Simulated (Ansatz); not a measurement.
Crystal: Ir.

```
Ir
1.0
     2.75138    0.00000    0.00000
    -1.37569    2.38276    0.00000
     0.00000    0.00000    4.46229
Ir
2
Direct
  0.33333 0.66667 0.25000
  0.66667 0.33333 0.75000
```

This isn't the form of Ir at room conditions, which is fcc.

| Quantity | Value |
| --- | --- |
| Program | Ansatz 0.2.0 |
| Task | relaxation of cell and atoms |
| Functional | PBE |
| Dispersion | D3(BJ) |
| Potentials or basis | Ansatz PAW |
| Cutoff | 420 eV (not typed: the program's choice for these potentials) |
| k mesh | 11 × 11 × 6 |
| Occupations | fermi-dirac, width 0.05 eV |
| Spin | no spin polarisation |

At the start: volume 14.63 Å³/atom.

How do energy, volume and symmetry change on relaxing?

It ends after 6 steps and the volume is 14.23 Å³/atom (-2.7 %); space group P6_3/mmc (No. 194, to 0.05 Å).

The path:
| step | energy change (eV) | largest force (eV/Å) | volume (Å³) |
| --- | --- | --- | --- |
| 1 | 0.0000 | 0.0000 | 29.25 |
| 2 | -0.0239 | 0.0000 | 28.55 |
| 3 | -0.0242 | 0.0000 | 28.46 |
| 4 | -0.0238 | 0.0000 | 28.46 |
| 5 | -0.0238 | 0.0000 | 28.47 |
| 6 | -0.0238 | 0.0000 | 28.47 |

Final structure:
```xyz
2
Lattice="2.7270 0.0000 0.0000 -1.3635 2.3616 0.0000 0.0000 0.0000 4.4204" Properties=species:S:1:pos:R:3 pbc="T T T"
Ir    0.0000    1.5744    1.1051
Ir    1.3635    0.7872    3.3153
```

Caveat: the plane-wave basis is chosen anew once the cell has moved, so the energies of steps on either side of that aren't comparable; pairwise dispersion overbinds metals, which lowers pressure and volume.
